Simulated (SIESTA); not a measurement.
Ti:

```
Ti
1.0
     4.56737    0.00000    0.00000
    -2.28369    3.95546    0.00000
     0.00000    0.00000    2.82624
Ti
3
Direct
  0.66667 0.33333 0.50000
  0.33333 0.66667 0.50000
  0.00000 0.00000 0.00000
```

This isn't the form of Ti at room conditions, which is hcp.

* Program: SIESTA 5.4.2
* Task: single point
* Functional: PBE
* Potentials or basis: PseudoDojo 0.4 standard (PBE files)
* Basis: DZP (energy shift 0.003 Ry; two zetas on semicore shells)
* Grid cutoff: 800 Ry
* Energy shift: 0.003 Ry
* k mesh: 7 × 7 × 9
* Occupations: fermi-dirac, width 0.05 eV
* Spin: no spin polarisation

On this cell: pressure 1.2 GPa; largest force under 0.003 eV/Å; band gap on the k mesh none (metal or under the smearing width).

The same run follows on a disturbed copy (atoms moved at random, drawn with an rms of 0.05 Å):

```xyz
3
Lattice="4.5674 0.0000 0.0000 -2.2837 3.9555 0.0000 0.0000 0.0000 2.8262" Properties=species:S:1:pos:R:3 pbc="T T T"
Ti    2.2844    1.3199    1.4254
Ti    0.0190    2.6552    1.3569
Ti    0.0164    0.0211    0.0092
```

Task: What changes?

Result: The energy (extrapolated to zero smearing) moves by +2.7 meV/atom; pressure 1.2 GPa; largest force 0.210 eV/Å; band gap on the k mesh none (metal or under the smearing width).

Forces in eV/Å, atoms in the order of the input:
```
Ti   0.074  0.082 -0.014
Ti  -0.053 -0.046  0.198
Ti  -0.021 -0.036 -0.185
```

Stress tensor (GPa, compression positive):
```
1.52 0.01 0.01
0.01 1.50 0.01
0.01 0.01 0.47
```

Caveats: the basis of atomic orbitals isn't converged, which shifts pressures, moduli and gaps.
